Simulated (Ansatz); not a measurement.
# SrO: the cost of one run

Computed with Ansatz 0.2.0 (DFT, levels as named, plane waves, PAW, unless a step's input says otherwise).

The COD entry's cell or inner coordinates are ideal or old and differ from later refinements, so a difference from it is no clean test against experiment.

### Step 1. Starting point

It takes space group Fm-3m (No. 225, cubic). Conventional cell: a = 5.133 Å, b = 5.133 Å, c = 5.133 Å, α = 90.00°, β = 90.00°, γ = 90.00°. Around Sr (site symmetry m-3m) lie 6 O at 2.57 Å. O (site symmetry m-3m) is surrounded by 6 Sr at 2.57 Å.

Coordinates:

```
CELL_PARAMETERS angstrom
0.00000 2.56630 2.56630
2.56630 0.00000 2.56630
2.56630 2.56630 0.00000
ATOMIC_POSITIONS crystal
Sr 0.50000 0.50000 0.50000
O 0.00000 0.00000 0.00000
```

### Step 2. PBE: cell and atoms

input.yaml

```yaml
crystal:
  lattice:
    - [0.0, 2.5663, 2.5663]
    - [2.5663, 0.0, 2.5663]
    - [2.5663, 2.5663, 0.0]
  atoms:
    - { symbol: Sr, position: [0.5, 0.5, 0.5] }
    - { symbol: O, position: [0.0, 0.0, 0.0] }
  symmetry: { tolerance: 0.0003 }
hamiltonian:
  xc: pbe
  pseudopotentials: { kind: paw, azcp: { folder: soft_1 } }
basis:
  ecutwfc: 420
magnetization:
  spin_polarized: false
scf:
  occupations: { method: fermi_dirac, width: 0.02 }
kpoints:
  mp_grid: { grid: [10, 10, 10], shift: [0, 0, 0] }
output:
  forces: true
  stress: true
  eigenvalues: true
relax:
  max_steps: 60
  cell: {}
```

On the command line:

```bash
$ ansatz run input.yaml --threads 2 --pin off --max-ram 5632MiB --backend cpu --events-out ev --progress --plain --runs-dir out
```

Q: Estimate wall time and peak memory on 2 threads of Intel Xeon Platinum 8488C (Sapphire Rapids), shared host.

About 3.9 s, with a peak of 0.37 GiB.
